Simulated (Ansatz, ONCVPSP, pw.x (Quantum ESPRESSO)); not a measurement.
# Li: does the ONCV potential hold in the solid?

```json
{
 "Element": "Li",
 "Generator": "ONCVPSP 4.0.1",
 "Type": "optimised norm-conserving Vanderbilt (ONCV)",
 "Functional": "PBEsol",
 "Relativity": "scalar-relativistic",
 "Frozen core": "none",
 "Valence charge": "3",
 "Reference configuration": "1s2 2s0.5 2p0.5",
 "Partial waves": "1s+2s: rc 1.35 bohr, ncon 5, nbas 8, qcut 9.9 1/bohr, 2 projectors; 2p: rc 4.00 bohr, ncon 4, nbas 7, qcut 2 1/bohr, 1 projector; d scattering state at 0.45 Ha: rc 3.70 bohr, ncon 4, nbas 8, qcut 3 1/bohr, 2 projectors, debl 1.9 Ha",
 "Local potential": "polynomial inside 1.05 bohr (lpopt 4, dvloc0 3 Ha)",
 "Core correction": "none"
}
```

Crystal test: bcc Li in pw.x 7.5, no spin, 13³ k-points, Fermi–Dirac smearing 0.01 Ry, cutoffs 100/400 Ry. The reference is all-electron LAPW (Ansatz 0.2.0) with the same functional, mesh and smearing; V0 and B0 come from Birch–Murnaghan fits to the pressures at five volumes. Errors are pseudo minus all-electron; Δ is the rms difference of the E(V) curves that follow from these fits, minima aligned, over ±6 % about the mean V0. Mesh and smearing are coarse, so the numbers serve the comparison and aren't converged zero-temperature values; the lattice is a test structure that the element need not adopt.

| V (Å³/atom) | P all-electron (GPa) | P pseudo (GPa) |
| --- | --- | --- |
| 19.330 | 0.69 | 0.04 |
| 19.838 | 0.30 | -0.27 |
| 20.347 | -0.06 | -0.56 |
| 20.856 | -0.37 | -0.81 |
| 21.364 | -0.66 | -1.05 |

All-electron: a0 = 3.435 Å (V0 = 20.26 Å³/atom), B0 = 13.6 GPa.

Pseudopotential: mean pressure error (GPa): -0.51; a0 (Å): 3.385; a0 error (%): -1.45; B0 error (%): -8.9; Δ (meV/atom): 2.5. The largest radius (4.00 bohr) exceeds half the bond length (2.81 bohr), so the spheres overlap, which is one possible source of error among others. This is a poor potential for the solid.

At the middle volume, how do free energy and pressure move when the wave cutoff is lowered (ecutrho kept at four times it)?

| cutoff (Ry) | shift of F (meV/atom) | shift of P (GPa) |
| --- | --- | --- |
| 45 | +1907.0 | -49.25 |
| 60 | +307.7 | -12.99 |
| 80 | +12.3 | -1.00 |

The run at the middle volume (84 k-points, 6 iterations) took about 8 s on one core of a shared host (Intel(R) Xeon(R) 6975P-C, 192 threads, 1512 GiB, load 39).
